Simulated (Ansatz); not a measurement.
## Pb under changes of volume

One of the cells (29.314 Å³/atom); the others are scaled copies at fixed shape and fractional positions:

```xyz
2
Lattice="3.4800 0.0000 0.0000 -1.7400 3.0138 0.0000 0.0000 0.0000 5.5900" Properties=species:S:1:pos:R:3 pbc="T T T"
Pb    1.7400    1.0046    4.1925
Pb    0.0000    2.0092    1.3975
```

This isn't the form of Pb at room conditions, which is fcc.

```yaml
Program: Ansatz 0.2.0
Functional: PBE0
Potentials_or_basis: Ansatz PAW
Cutoff: "420 eV (not typed: the program's choice for these potentials)"
k_mesh: 6 × 6 × 4
Occupations: fermi-dirac, width 0.05 eV
Spin: no spin polarisation
```

```tsv
volume (Å³/atom)	energy over the lowest point (meV/atom)	pressure (GPa)
27.555	67.57	6.6
28.141	46.17	5.2
28.727	30.33	4.3
29.314	16.54	3.1
29.900	?	?
30.486	1.81	1.0
31.073	0.00	0.0
```

Q: What does the run at 29.900 Å³/atom give?

A: Energy over the lowest point 7.18 meV/atom; pressure 2.0 GPa.

Worked out: A Birch-Murnaghan fit of order 3 (a polynomial in V^(-2/3)) to the other rows has its minimum at 31.10 Å³/atom, just outside them, with B0 = V·E''(V) = 51 GPa (rough, since the energies scatter) at fixed shape and positions, which overstates the stiffness. It gives 7.45 meV/atom at 29.900 Å³/atom, against the run's 7.18, and -dE/dV = 2.0 GPa, against 2.0.

Energies are extrapolated to zero smearing.

Caveats: the PAW data sets come from PBE, with cores solved anew for the run's functional, which leaves a small shift of forces and pressure; the thresholds are loose for stress.
